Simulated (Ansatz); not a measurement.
# Comparing deformations in HfN

Level of theory: Ansatz 0.2.0, DFT PBEsol, scalar-relativistic, plane waves, PAW. Cutoff 420 eV, Γ-centred 18×18×10 k-points, Gaussian smearing of 0.15 eV. Spin–orbit coupling is left out, which can shift energies with elements as heavy as these. No spin polarisation. Energies are free energies at this smearing, counted from the undisturbed cell; pressure is positive in compression.

The undisturbed cell (relaxed at this level; this form isn't the usual structure):

```
Hf N
1.0
     3.12771    0.00000    0.00000
    -1.56385    2.70867    0.00000
     0.00000    0.00000    5.39094
Hf N
2 2
Direct
  0.66667 0.33333 0.75000
  0.33333 0.66667 0.25000
  0.00000 0.00000 0.00000
  0.00000 0.00000 0.50000
```

The cell is strained by ε times a Voigt pattern (xx, yy, zz, yz, xz, xy; engineering shear) with fractional coordinates fixed. τ = (1/V0) dE/dε comes from the stress tensor. Of each scan, only the three points used here are listed.

```csv
pattern,ε,τ (GPa)
"(1, 1, 0, 0, 0, 0)",-0.0150,-21.77
"(1, 1, 0, 0, 0, 0)",0.0000,0.21
"(1, 1, 0, 0, 0, 0)",0.0150,20.14
"(0, 0, 1, 0, 0, 0)",-0.0150,-9.00
"(0, 0, 1, 0, 0, 0)",0.0000,-0.10
"(0, 0, 1, 0, 0, 0)",0.0150,8.11
"(0, 0, 0, 0, 0, 1)",-0.0100,-1.99
"(0, 0, 0, 0, 0, 1)",0.0000,0.00
"(0, 0, 0, 0, 0, 1)",0.0100,1.99
```

Question: Which constants do the scans give, and which deformation costs least for the same size of strain tensor?

Answer: The slope dτ/dε at zero (parabola through three points) is pᵀCp: (1, 1, 0, 0, 0, 0) gives C11 + C22 + 2 C12 = 1397 GPa; (0, 0, 1, 0, 0, 0) gives C33 = 570 GPa; (0, 0, 0, 0, 0, 1) gives C66 = 199 GPa. The size of the strain tensor, ε:ε, is ε² times 2.0, 1.0, 0.5. Per unit of it the stiffnesses are 698, 570, 399 GPa, so (0, 0, 0, 0, 0, 1) is the softest of these: at ε:ε = (1 %)² the quadratic term costs 1.42 meV/atom against 2.49 for the stiffest. These are clamped-ion values.

Forces appear on the atoms along this scan, and letting them relax would lower the energy and soften the response. In a metal these slopes depend on the k mesh and the smearing.